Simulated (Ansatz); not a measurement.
# 4-layer 1T-MgI2 (AA) in a perpendicular field, part 2 of 3

What dipole does a perpendicular field induce in the 4-layer 1T-MgI2 (AA), and does the gap follow? A positive field points along +c.

Ansatz 0.2.0; plane-wave DFT, PBE-D3(BJ), Ansatz PAW (set soft_1); PAW set soft_1.

So far. Step 2 (Relaxing the slab): The lattice constant a goes from 4.200 to 4.126 Å.

### Step 3. Single point, field 0

A sawtooth potential applies the field, turning back in the middle of the vacuum. With the dipole correction the typed value is the field outside the slab. The induced dipole is small, so the SCF threshold is tight.

The cell differs from the one that the last finished run ended in (c 71.568 → 41.873 Å).

input.yaml

```yaml
crystal:
  lattice:
    - [4.1260037702, 0.0, 0.0]
    - [-2.0630018851, 3.5732240811, 0.0]
    - [0.0, 0.0, 41.8727579828]
  atoms:
    - { symbol: I, position: [0.6666666667, 0.3333333333, 0.214936881] }
    - { symbol: Mg, position: [0.0, 0.0, 0.2551121985] }
    - { symbol: I, position: [0.3333333333, 0.6666666667, 0.2952015683] }
    - { symbol: I, position: [0.6666666667, 0.3333333333, 0.3783443315] }
    - { symbol: Mg, position: [0.0, 0.0, 0.4183907256] }
    - { symbol: I, position: [0.3333333333, 0.6666666667, 0.4584335629] }
    - { symbol: I, position: [0.6666666667, 0.3333333333, 0.5415664371] }
    - { symbol: Mg, position: [0.0, 0.0, 0.5816092744] }
    - { symbol: I, position: [0.3333333333, 0.6666666667, 0.6216556685] }
    - { symbol: I, position: [0.6666666667, 0.3333333333, 0.7047984317] }
    - { symbol: Mg, position: [0.0, 0.0, 0.7448878015] }
    - { symbol: I, position: [0.3333333333, 0.6666666667, 0.785063119] }
kpoints:
  mp_grid: { grid: [12, 12, 1] }
  band_path:
    path: [[0, 0, 0], [0.5, 0, 0], [0.33333333, 0.33333333, 0], [0, 0, 0]]
    npoints: 16
hamiltonian:
  xc: pbe
  dispersion: d3bj
  pseudopotentials: { kind: paw, azcp: { folder: soft_1 } }
scf:
  occupations: { method: fermi_dirac, width: 0.02585 }
  convergence: { dr2_threshold: 1.0e-10 }
efield:
  axis: 3
  dipole_correction: true
  ramp_position: 0.97
  ramp_width: 0.06
  amplitude: 0
output:
  dos: { projected: true, e_range: [-6, 5] }
  write_potential: true
  write_density: true
  volumetric_format: npy
  elf: true
```

Command:

```bash
$ ansatz run input.yaml --threads 4 --pin off --max-ram 12288MiB --backend cpu --events-out ev --progress --plain --runs-dir out
```

Numbers of over 12 decimals in the logs are rounded to 6 here.

Output:

```text
[...]
Crystal: 12 atoms, lattice volume = 617.336 Å³
Basis set: ecut = 420 eV, 11875 PW (Γ)
Bands: 106, of which v1, the nominal top of the filled ones, is band 88 counted from 1 (87 counted from 0)
Symmetry: 6 space group operations
k-points: 19 of 144 (time reversal used)
[...]
SCF iter   1: F=—  HF=-67815.955820 eV  |F-HF|=—  |Δ(HF+E_count)|=         —  Δρ=1.34e-2  dr2=2.12e0  ethr=1.26e-3  p=0.000 e·Å  D=1.97e-13 V/Å  ΔV_dip=-0.00 eV  dr2_dipole=1.46e-11  V_vac-E_F(+/−)=4.72/4.72 eV  ⟨swp⟩=7.0  Hψ=12821  notcnv=0  defer=6
efield: sawtooth ramp at fractional position 0.9700 (set: `efield.ramp_position`, or a place that a band, a saddle search or an elastic batch's reference lends), width 0.0600; the density the first Hamiltonian is built on has a dipole p = 0.000 e·Å; the dipole correction subtracts the counter field D = 1.97e-13 V/Å, which shifts the + side's vacuum level by -0.00 eV against the − side's; the planar-averaged density in the ramp window peaks in size at 2.0e-6 e/Å³
[...]
SCF iter   2: F=—  HF=-67815.530494 eV  |F-HF|=—  |Δ(HF+E_count)|=   4.25e-1  Δρ=7.34e-3  dr2=5.07e-1  ethr=1.21e-3  p=0.000 e·Å  D=3.92e-7 V/Å  ΔV_dip=-0.00 eV  dr2_dipole=3.70e-11  V_vac-E_F(+/−)=4.69/4.69 eV  ⟨swp⟩=3.7  Hψ=3017  notcnv=0  defer=71
[...]
SCF iter  12: F=-67815.469265 eV  HF=-67815.469265 eV  |F-HF|=1.16e-10  |Δ(HF+E_count)|=  2.33e-10  Δρ=5.64e-8  dr2=6.28e-11  ethr=1.00e-12  p=-0.000 e·Å  D=-7.76e-9 V/Å  ΔV_dip=0.00 eV  dr2_dipole=2.43e-15  V_vac-E_F(+/−)=4.52/4.52 eV  ⟨swp⟩=14.8  Hψ=8959  notcnv=0
SCF 1 converged in 12 iterations: F = -67815.469265 eV  dr2 = 6.28e-11
[...]
NSCF: frozen V_eff on 49 k-points
efield: sawtooth ramp at fractional position 0.9700 (kept from the solve that this one continues, or follows in the run), width 0.0600; the density the first Hamiltonian is built on has a dipole p = -0.000 e·Å; the dipole correction subtracts the counter field D = -7.76e-9 V/Å, which shifts the + side's vacuum level by +0.00 eV against the − side's; the planar-averaged density in the ramp window peaks in size at 1.9e-6 e/Å³
[...]
SCF converged after 12 iterations
Free energy (F): -67815.469265 eV
[...]
Internal energy: -67815.469265 eV  (E = F + TS)
E sigma→0 (E₀):  -67815.469265 eV
Fermi energy:    2.953848 eV
Dipole field:    D = 0.000000 V/Å  (p = 0.000000 e·Å, saw-weighted, corrected)
Work function:   Φ+ = 4.5223 eV   Φ− = 4.5223 eV
Levels:          The Fermi level and band energies are counted from a zero that moves with the ramp; work functions are not
[...]
--- Band table (eV; the first three rows and the last of 19) ---
  k-point 0: bands = [... 84 lower, 1.1409, 1.1409, 1.1562, 1.1562, 5.0281, 5.2408, 5.5551, 5.8393, ... 14 higher]
  k-point 1: bands = [... 84 lower, 1.0871, 1.0938, 1.1268, 1.1474, 5.3359, 5.5049, 5.7640, 5.9974, ... 14 higher]
  k-point 2: bands = [... 84 lower, 1.0044, 1.0268, 1.0570, 1.0879, 5.8137, 5.8657, 5.9525, 6.0438, ... 14 higher]
  k-point 18: bands = [... 84 lower, 0.4139, 0.4139, 0.5794, 0.5794, 5.1433, 5.3649, 5.6634, 5.9316, ... 14 higher]
```

Run time: 58 s. Hardware: 4 threads of AMD EPYC 9R14 (Zen 4), shared host; peak memory 3 GiB; 3.7 min of CPU time.

Numbers from this step:

- dipole along the normal: 1.02e-7 e·Å
- gap along the path: 3.575 eV
- smallest direct gap along the path: 3.872 eV
- ionisation energy, upper face: 6.320 eV
- electron affinity, upper face: 2.745 eV
- gap, the smaller of path and mesh: 3.575 eV

Running mean over a fixed 2.8 Å (it still follows the layers) of the planar mean; the ramp of the sawtooth is left out. The electron's electrostatic potential energy less the Fermi level by z:

z (Å), electron's electrostatic potential energy less the Fermi level (eV) and a bar from the least value:
```
        4       4.52 ##############################
        5       4.52 ##############################
        6       4.47 ##############################
        7       3.44 ###########################
        8      -0.19 ################
        9      -3.28 ######
       10      -5.24 
       11      -5.02 #
       12      -4.61 ##
       13      -1.60 ###########
       14       0.61 ##################
       15      -0.97 #############
       16      -3.90 ####
       17      -5.13 #
       18      -5.11 #
       19      -4.04 ####
       20      -1.10 #############
       21       0.61 ##################
       22      -1.49 ############
       23      -4.50 ###
       24      -5.05 #
       25      -5.24 
       26      -3.44 ######
       27      -0.57 ###############
       28       0.55 ##################
       29      -1.94 ##########
       30      -4.99 #
       31      -5.01 #
       32      -5.34 
       33      -2.87 #######
       34       0.30 #################
       35       3.77 ############################
       36       4.48 ##############################
       37       4.52 ##############################
       38       4.52 ##############################
```

The density of states has structure finer than the step of the table below, so its rows give means over 0.25 eV, whole bins alone (the curve runs from -6 to 3.76 eV). Peaks (eV: height): -5.090: 17.9, -4.760: 20.1, -2.940: 18.1, -2.720: 22.4, -2.610: 28.3, -2.500: 26.1, -2.330: 37.7.

Density of states against energy, zero at the Fermi level of the run, which the smearing sets inside the gap; means over each step:

energy (eV), density of states (states/eV a cell) and a bar:
```
    -5.75        0.0 
    -5.50        1.1 #
    -5.25       10.0 ############
    -5.00       14.1 #################
    -4.75       11.9 ###############
    -4.50       11.1 ##############
    -4.25        6.2 ########
    -4.00        6.1 ########
    -3.75       10.9 #############
    -3.50       12.5 ###############
    -3.25       14.2 ##################
    -3.00       15.4 ###################
    -2.75       16.5 ####################
    -2.50       23.2 #############################
    -2.25       24.3 ##############################
    -2.00       10.7 #############
    -1.75        1.6 ##
    -1.50        0.0 
    -1.25        0.0 
    -1.00        0.0 
    -0.75        0.0 
    -0.50        0.0 
    -0.25        0.0 
     0.00        0.0 
     0.25        0.0 
     0.50        0.0 
     0.75        0.0 
     1.00        0.0 
     1.25        0.0 
     1.50        0.0 
     1.75        0.4 
     2.00        3.7 #####
     2.25        6.2 ########
     2.50        7.5 #########
     2.75        8.1 ##########
     3.00        5.5 #######
     3.25        1.2 #
     3.50        4.5 ######
```

Projected DOS per atom over height of the atomic layer and energy from the Fermi level. Layers: I Mg I I Mg I I Mg I I Mg I from below.

Values in states/eV, 22 rows by 12 columns, each cell a mean:
```
0.02 0.05 0.02 0.02 0.05 0.02 0.02 0.05 0.02 0.02 0.05 0.02
0.10 0.32 0.10 0.10 0.33 0.10 0.10 0.33 0.10 0.10 0.32 0.10
0.29 1.03 0.28 0.26 0.94 0.26 0.26 0.94 0.26 0.28 1.03 0.29
0.19 0.77 0.18 0.20 0.82 0.20 0.20 0.82 0.20 0.18 0.77 0.19
0.04 0.18 0.04 0.04 0.19 0.04 0.04 0.19 0.04 0.04 0.18 0.04
0.00 0.00 0.00 0.00 0.00 0.00 0.00 0.00 0.00 0.00 0.00 0.00
0.00 0.00 0.00 0.00 0.00 0.00 0.00 0.00 0.00 0.00 0.00 0.00
0.00 0.00 0.00 0.00 0.00 0.00 0.00 0.00 0.00 0.00 0.00 0.00
0.00 0.00 0.00 0.00 0.00 0.00 0.00 0.00 0.00 0.00 0.00 0.00
0.00 0.00 0.00 0.00 0.00 0.00 0.00 0.00 0.00 0.00 0.00 0.00
0.00 0.00 0.00 0.00 0.00 0.00 0.00 0.00 0.00 0.00 0.00 0.00
0.00 0.00 0.00 0.00 0.00 0.00 0.00 0.00 0.00 0.00 0.00 0.00
0.36 0.00 0.35 0.41 0.00 0.43 0.43 0.00 0.41 0.35 0.00 0.36
2.41 0.01 2.69 2.70 0.01 2.67 2.67 0.01 2.70 2.69 0.01 2.41
2.74 0.02 2.44 2.17 0.02 2.21 2.21 0.02 2.17 2.44 0.02 2.74
1.91 0.02 1.61 1.84 0.03 1.81 1.81 0.03 1.84 1.61 0.02 1.91
1.55 0.03 1.51 1.49 0.03 1.46 1.46 0.03 1.49 1.51 0.03 1.55
0.73 0.02 0.76 0.86 0.03 0.86 0.86 0.03 0.86 0.76 0.02 0.73
1.15 0.04 1.22 1.17 0.07 1.15 1.15 0.07 1.17 1.22 0.04 1.15
1.32 0.63 1.44 1.29 0.48 1.30 1.30 0.48 1.29 1.44 0.63 1.32
0.49 0.35 0.62 0.73 0.45 0.74 0.74 0.45 0.73 0.62 0.35 0.49
0.00 0.00 0.00 0.00 0.00 0.00 0.00 0.00 0.00 0.00 0.00 0.00
```
Columns: height of the atomic layer (Å) from 9 to 32.9 (not evenly spaced); rows upwards: energy from the Fermi level (eV) from -5.96 to 3.76.

Electronic bands along the path, in eV, zero at the Fermi level of the run, which the smearing sets inside the gap:

```tsv
point	band 85	band 86	band 87	band 88	band 89	band 90	band 91	band 92
Γ	-1.81	-1.81	-1.80	-1.80	2.07	2.29	2.60	2.89
halfway	-2.08	-2.05	-2.02	-1.98	2.52	2.65	2.78	2.88
M	-2.43	-2.35	-2.27	-2.22	1.79	1.79	1.83	1.89
halfway	-2.53	-2.51	-2.38	-2.36	2.26	2.32	2.38	2.45
K	-2.54	-2.54	-2.37	-2.37	2.19	2.41	2.71	2.98
halfway	-2.37	-2.23	-2.12	-2.07	2.92	2.97	3.01	3.02
Γ	-1.81	-1.81	-1.80	-1.80	2.07	2.29	2.60	2.89
```

Valence density in the ca plane at fractional y = 0.000, with atoms of Mg within 0.2 Å of it. It is the smooth field of the valence electrons, not physical close to the nuclei.

Ten steps, logarithmic in the rise over the least value, from '0' (0 e/Å³) to '9' (25 e/Å³), each cell a mean:
```
00000000000000000000001688300000000000000169
00000000000000000000000133100000000000000024
00000000000000000000100000001000000000010000
00000000000000000011111000011110000001111100
00000000000000000011111000011111000001111100
00000000000000000011111000011111000001111100
00000000000000000011111000011111000001111100
00000000000000000001110000011100000000111000
00000000000000000000000111000000000000000011
00000000000000000000000466200000000000000147
00000000000000000000001799400000000000000279
```
Columns run along c (16.0 Å, from fractional 0.04 to 0.43 of the cell), rows up along a (4.1 Å). Atoms in or near the plane, at fractional coordinates: Mg at (0.26, 0.00), Mg at (0.42, 0.00).

ELF in the ca plane at fractional y = 0.000, with atoms of Mg within 0.2 Å of it. It is the smooth field of the valence electrons, not physical close to the nuclei.

Ten even steps from '0' (0.00) to '9' (0.75), each cell a mean:
```
00000000000000000000110333201100000000010143
00000000000000000112331122023321000012233112
00000000000000012457775101367764200135777410
00000000000000135799998412699998400268999741
00000000000000247999998412699999610389999841
00000000000001257999998412699999610389999841
00000000000000146899998422699998510379999841
00000000000000024678887311489886300257888631
00000000000000001234552010145542100023455201
00000000000000000001210243102110000000121034
00000000000000000000001422300000000000010141
```
Columns run along c (16.0 Å, from fractional 0.04 to 0.43 of the cell), rows up along a (4.1 Å). Atoms in or near the plane, at fractional coordinates: Mg at (0.26, 0.00), Mg at (0.42, 0.00).

Electrostatic potential energy in the ca plane at fractional y = 0.000, with atoms of Mg within 0.2 Å of it. With pseudopotentials it is smooth inside the atoms' cores, unlike the true potential.

Values in eV, 6 rows by 16 columns, each cell a mean:
```
  7   7   7   7   7   7   7   4 -20 -21   3   7   7   7   3 -25
  7   7   7   7   7   7   6   4   0   0   4   6   7   6   3  -1
  7   7   7   7   7   7   4   0   4   4   0   4   7   3   1   5
  7   7   7   7   7   7   4   1   4   4   1   4   7   4   2   4
  7   7   7   7   7   7   6   4  -4  -4   4   6   7   6   4  -6
  7   7   7   7   7   7   7   3 -25 -26   3   7   7   7   2 -30
```
Columns run along c (16.0 Å, from fractional 0.04 to 0.43 of the cell; values clipped at the 3rd and 97th percentile), rows up along a (4.1 Å). Atoms in or near the plane, at fractional coordinates: Mg at (0.26, 0.00), Mg at (0.42, 0.00).

The gap is 3.57 eV, with the valence edge 6.32 eV and the conduction edge 2.75 eV under the upper vacuum level. Spin-orbit coupling, left out in this run, matters for the bands of elements this heavy.

### Step 4. Single point, field 0.1 V/Å

input.yaml, as its differences from that of step 3:

```diff
@@ -35,5 +35,4 @@
   ramp_width: 0.06
-  amplitude: 0
+  amplitude: 0.1
 output:
-  dos: { projected: true, e_range: [-6, 5] }
   write_potential: true
@@ -41,2 +40 @@
   volumetric_format: npy
-  elf: true
```

Output:

```text
[...]
Crystal: 12 atoms, lattice volume = 617.336 Å³
Basis set: ecut = 420 eV, 11875 PW (Γ)
Bands: 106, of which v1, the nominal top of the filled ones, is band 88 counted from 1 (87 counted from 0)
Symmetry: 6 space group operations
k-points: 19 of 144 (time reversal used)
[...]
k-point 0: bands = [... 84 lower, 1.2022, 1.2022, 1.3894, 1.3894, 4.9146, 5.2644, 5.5701, 5.8328, ... 14 higher]
  k-point 1: bands = [... 84 lower, 1.0616, 1.1817, 1.2078, 1.3723, 5.2033, 5.5292, 5.7873, 6.0664, ... 14 higher]
  k-point 2: bands = [... 84 lower, 0.9340, 1.1041, 1.1066, 1.2983, 5.6254, 5.8341, 6.0096, 6.1966, ... 14 higher]
  k-point 18: bands = [... 84 lower, 0.3991, 0.4334, 0.6670, 0.7061, 5.0601, 5.3641, 5.6658, 6.0105, ... 14 higher]
[key lines of the parts left out:]
SCF converged after 12 iterations
Free energy (F): -67815.477686 eV
Fermi energy:    2.961382 eV
Dipole field:    D = 0.049374 V/Å  (p = 0.168445 e·Å, saw-weighted, corrected)
```

Elapsed: 57 s, on 4 threads; peak memory 2.6 GiB; 3.7 min of CPU time.

The dipole is 0.168 e·Å, and the gap 3.130 eV.

### Step 5. Single point, field -0.1 V/Å

input.yaml, as its differences from that of step 4:

```diff
@@ -35,3 +35,3 @@
   ramp_width: 0.06
-  amplitude: 0.1
+  amplitude: -0.1
 output:
```

Output:

```text
[...]
Crystal: 12 atoms, lattice volume = 617.336 Å³
Basis set: ecut = 420 eV, 11875 PW (Γ)
Bands: 106, of which v1, the nominal top of the filled ones, is band 88 counted from 1 (87 counted from 0)
Symmetry: 6 space group operations
k-points: 19 of 144 (time reversal used)
[...]
k-point 0: bands = [... 84 lower, 1.2022, 1.2022, 1.3894, 1.3894, 4.9145, 5.2644, 5.5701, 5.8328, ... 14 higher]
  k-point 1: bands = [... 84 lower, 1.0616, 1.1817, 1.2078, 1.3723, 5.2033, 5.5292, 5.7873, 6.0664, ... 14 higher]
  k-point 2: bands = [... 84 lower, 0.9340, 1.1041, 1.1066, 1.2983, 5.6254, 5.8341, 6.0096, 6.1966, ... 14 higher]
  k-point 18: bands = [... 84 lower, 0.3991, 0.4334, 0.6670, 0.7061, 5.0601, 5.3641, 5.6658, 6.0105, ... 14 higher]
[key lines of the parts left out:]
SCF converged after 12 iterations
Free energy (F): -67815.477686 eV
Fermi energy:    2.961382 eV
Dipole field:    D = -0.049374 V/Å  (p = -0.168445 e·Å, saw-weighted, corrected)
```

The job ended after 58 s (4 threads; peak memory 2.6 GiB).

The dipole is -0.168 e·Å, and the gap 3.130 eV.

(Continued in part 3 of 3.)

[Logs are printed without paths, hosts, clocks, repeated set-up lines and the standing remarks that a program may print on its own settings, such as how far it seeks lower states.]

[Hosts, paths, dates, database ids (printed as entryN), source tags and the programs' standing remarks are cut or masked in the printed files.]

[Maps of the electrostatic potential energy from Ansatz leave out the sawtooth potential of an applied field or a dipole correction, so their vacuum need not be flat; planar profiles and work functions include it.]

[The density of states shown here was stored with 400 of the rows of the run's finer table, so its peaks can read low, often by over a quarter, or be missed, and its means over a window can be off by a tenth or more.]
